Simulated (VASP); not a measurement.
Write the native input for VASP 6.6.1 that does the following.

| Item | Value |
| --- | --- |
| Task | relaxation of cell and atoms |
| Functional | LDA |
| Potentials or basis | VASP PAW LDA potentials, release 64 (In_d, O) |
| Cutoff | 600 eV |
| k mesh | 6 × 6 × 6 |
| Occupations | fermi-dirac, width 0.05 eV |
| Spin | no spin polarisation |
| Target pressure | 5 GPa |
| Further INCAR settings | ALGO = Normal; EDIFF = 1e-06; IBRION = 2; EDIFFG = -0.01; NSW = 40; ISIF = 3 |
| Target pressure | 5 GPa |

The structure of In2O3 lies in POSCAR:

```
In2O3                                   
1.0
    2.7326004992      1.5776676338      4.7983864756
   -2.7326004992      1.5776676338      4.7983864756
    0.0000000000     -3.1553352676      4.7983864756
  In              O             
     4     6
Direct
     0.3575925136898548    0.3575925136898548    0.3575925136898548
     0.1424074863101452    0.1424074863101452    0.1424074863101452
     0.6424074863101454    0.6424074863101454    0.6424074863101454
     0.8575925136898546    0.8575925136898546    0.8575925136898546
     0.5454853166938671    0.9545146833061329    0.2500000000000000
     0.2499999999999999    0.5454853166938671    0.9545146833061330
     0.9545146833061329    0.2500000000000001    0.5454853166938670
     0.4545146833061328    0.0454853166938673    0.7500000000000000
     0.7500000000000001    0.4545146833061329    0.0454853166938671
     0.0454853166938671    0.7499999999999999    0.4545146833061330
```

One way to write it, as run:

INCAR

```
PREC = Accurate
ENCUT = 600
EDIFF = 1E-6
ISMEAR = -1
SIGMA = 0.05
LREAL = False
LASPH = True
NELM = 100
ALGO = Normal
ISIF = 3
LWAVE = False
LCHARG = False
GGA = CA
IBRION = 2
NSW = 40
EDIFFG = -0.01
PSTRESS = 50
KPAR = 8
```

KPOINTS

```
regular mesh
0
Gamma
  6 6 6
```

Potentials or basis: VASP PAW LDA potentials, release 64 (In_d, O).

Command:

```sh
$ cat potpaw_LDA.64/In_d/POTCAR potpaw_LDA.64/O/POTCAR > POTCAR
$ mpirun -np 8 vasp_std > vasp.out
```

Results of the run:

```json
{
  "Relaxed volume": "12.09 Å³/atom",
  "Relaxed cell": "a = 5.671 Å, b = 5.671 Å, c = 5.671 Å, α = 57.28°, β = 57.28°, γ = 57.28°",
  "Space group after relaxing (to 0.05 Å)": "R-3c (No. 167)",
  "Energy change on relaxing (the enthalpy is what falls)": "+4.9 meV/atom",
  "Ionic steps": "7",
  "Pressure after relaxing": "4.9 GPa",
  "Largest force after relaxing": "0.009 eV/Å",
  "Band gap on the k mesh": "1.45 eV, indirect (least direct gap 1.48 eV)"
}
```

Caveat: the cell is relaxed towards a set pressure, so the enthalpy falls and the energy may rise; spin-orbit coupling is left out, which moves the levels of the heavy elements.

Run time: 4.4 min on 8 MPI ranks on Intel(R) Xeon(R) Platinum 8488C (Sapphire Rapids), on a shared host, peak memory 0.42 GiB a rank.
